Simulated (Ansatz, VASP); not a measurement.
## Two plane-wave programs on Pt

```
Pt
1.0
     2.70431    0.00000    0.00000
    -1.35215    2.34200    0.00000
     0.00000    0.00000    4.69431
Pt
2
Cartesian
  0.0000 1.5613 1.1736
  1.3522 0.7807 3.5207
```

Change from the starting cell: volume scaled by 0.94.

Alike in both runs: task single point; functional PBEsol; k mesh 11 × 11 × 6; occupations fermi-dirac, width 0.05 eV; no spin polarisation.

```csv
,VASP,Ansatz
version,VASP 6.6.1,Ansatz 0.2.0
potentials or method,"VASP PAW PBE potentials, release 64 (Pt)",Ansatz PAW
plane-wave cutoff (eV),520,420
valence electrons in the cell,20,36
```

VASP gave:

| Item | Value |
| --- | --- |
| gap on the k mesh at the Fermi level (eV) | none |
| pressure (GPa) | 5.4 |
| largest component of the traceless stress (GPa) | 2.75 |

**Question.** What did Ansatz give for the same quantities?

**Answer.** gap on the k mesh at the Fermi level (eV): none; pressure (GPa): 5.8; largest component of the traceless stress (GPa): 2.67.

A gap of «none» marks a metal or a gap that the smearing closes. The two sets of potentials don't hold the same shells in valence.

Caveats: the PAW data sets were made with another functional, which shifts forces and pressure a little (VASP); the PAW data sets come from PBE, with cores solved anew for the run's functional, which leaves a small shift of forces and pressure (Ansatz). Spin-orbit coupling is left out, which matters for the levels of Pt.
